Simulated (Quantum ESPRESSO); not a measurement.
Er in Quantum ESPRESSO: convergence with density cutoff

Input of the first run (density cutoff 220 Ry); the others differ in this setting and in those tied to it:

The input pw.in:

```
&CONTROL
  calculation = 'scf'
  prefix = 'pwscf'
  outdir = './tmp'
  pseudo_dir = './pseudo'
  tprnfor = .true.
  tstress = .true.
  disk_io = 'nowf'
/
&SYSTEM
  ibrav = 0
  nat = 2
  ntyp = 1
  ecutwfc = 55
  ecutrho = 220
  nbnd = 34
  input_dft = 'pbesol'
  occupations = 'smearing'
  smearing = 'mp'
  degauss = 0.00734986
  nspin = 2
  starting_magnetization(1) = 0.1364
/
&ELECTRONS
  conv_thr = 4d-10
  electron_maxstep = 120
  mixing_beta = 0.3
/
ATOMIC_SPECIES
Er   167.2590 Er.paw.z_22.atompaw.wentzcovitch.v1.2.upf
CELL_PARAMETERS angstrom
   3.5588000000    0.0000000000    0.0000000000
  -1.7794000000    3.0820112070    0.0000000000
   0.0000000000    0.0000000000    5.5874000000
ATOMIC_POSITIONS crystal
Er     0.6666666667    0.3333333333    0.7500000000
Er     0.3333333333    0.6666666667    0.2500000000
K_POINTS automatic
6 6 4 0 0 0
```

Potentials or basis: SSSP 1.3 efficiency PBE.

Run with:

```console
$ OMP_NUM_THREADS=1 pw.x -in pw.in > pw.out
```

Hardware: 1 thread of Arm Neoverse V1, on a shared host.

| density cutoff | energy less the tightest run, at zero smearing (meV/atom) | pressure (GPa) | SCF cycles | CPU time (s) | peak memory (GiB) |
| --- | --- | --- | --- | --- | --- |
| 220 Ry | -0.26 | -0.93 | 32 | 290 | 0.31 |
| 275 Ry | -0.13 | -0.97 | 33 | 320 | 0.4 |
| 330 Ry | -0.08 | -0.98 | 39 | 390 | 0.5 |
| 385 Ry | -0.06 | -1.05 | 35 | 350 | 0.6 |
| 440 Ry | -0.04 | -1.02 | 36 | 380 | 0.71 |
| 550 Ry | -0.02 | -1.03 | 37 | 440 | 0.92 |
| 660 Ry | -0.01 | -0.95 | 39 | 510 | 1.2 |
| 880 Ry | 0.00 | -1.06 | 35 | 550 | 1.8 |

Against the tightest run, the energy stays within 1 meV/atom from 220 Ry on. Not settled before the last step: the pressure (to 0.1 GPa). The tightest run that finished is the yardstick and may itself not be fully converged.

Caveat, for the tightest run too: the k mesh is coarse; the potentials were made for another functional, which shifts forces and pressure; the magnetic or orbital state may not be the lowest. The state reached can hang on the start; a lower one may exist.
